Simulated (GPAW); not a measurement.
Runs of GPAW 26.7.0 on TiC. It takes space group Fm-3m (No. 225, cubic). The conventional cell has a = 4.331 Å, b = 4.331 Å, c = 4.331 Å, α = 90.00°, β = 90.00°, γ = 90.00°. Around Ti (site symmetry m-3m) lie 6 C at 2.17 Å. Around C (site symmetry m-3m) lie 6 Ti at 2.17 Å. The cell is a database's computed one.

```tsv
level	potentials or basis	V0 of scaled cells (Å³/atom)	B0 (GPa)
PBE+D3(BJ)	GPAW PAW data sets (gpaw-data 1.2.1), pw	(a)	265
LDA	the program's PAW data sets (release 1.2.1) made for this functional, pw	(b)	281
PBE	GPAW PAW data sets (gpaw-data 1.2.1), pw	10.22	250
PBE+D4	GPAW PAW data sets (gpaw-data 1.2.1), pw	10.02	265
```

Alike in all rows: task equation of state; no spin polarisation; cell as given; k mesh 9 × 9 × 9; cutoff (eV) 800; smearing fermi-dirac 0.05 eV.

Task: Fill in the values left out.

Result: (a) 9.93; (b) 9.72.
